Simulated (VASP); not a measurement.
Here is a VASP 6.6.1 calculation.

File INCAR:

```
  PREC = Accurate
  ENCUT = 700
  EDIFF = 1E-6
  ISMEAR = 0
  SIGMA = 0.01
  LREAL = F
  LASPH = T
  NELM = 100
  ALGO = Fast
  ISIF = 2
  LWAVE = F
  LCHARG = T
  ISPIN = 2
  MAGMOM = 0.5 0.5
  LORBIT = 11
  GGA = 91
  IVDW = 12
  VDW_S6 = 1.0
  VDW_S8 = 1.9598
  VDW_A1 = 0.6319
  VDW_A2 = 4.5718
  LELF = T
  ISYM = 1
```

File KPOINTS:

```
Automatic mesh
0
Gamma
  9 9 9
```

File POSCAR:

```
O
4.2034
    0.398474545582      0.230059386164      0.887852576843
   -0.398474545582      0.230059386164      0.887852576843
    0.000000000000     -0.460118772303      0.887852576843
O
2
Direct
    0.0546147200      0.0546147200      0.0546147200
    0.9453852800      0.9453852800      0.9453852800
```

Potentials or basis: VASP PAW PBE potentials, release 54 (O).

Launch:

```bash
$ cat potpaw_PBE.54/O/POTCAR > POTCAR
$ mpirun -np 1 vasp_std > vasp.out
```

Task: Estimate the dispersion energy per atom.

Result: -0.036 eV.

Task: Estimate the band gap on the k mesh.

Result: 1.19 eV, indirect (least direct gap 1.24 eV).

Stress tensor (GPa, compression positive):
```
0.63 0.00 0.00
0.00 0.63 0.00
0.00 0.00 4.59
```

Caveat: the standard files for N, O and F lose accuracy on very short bonds; the PAW data sets were made with another functional, which shifts forces and pressure a little; an odd mesh through Γ misses points on the zone boundary, where band edges often lie. PW91 gaps usually lie below the measured ones, often by a third to a half.
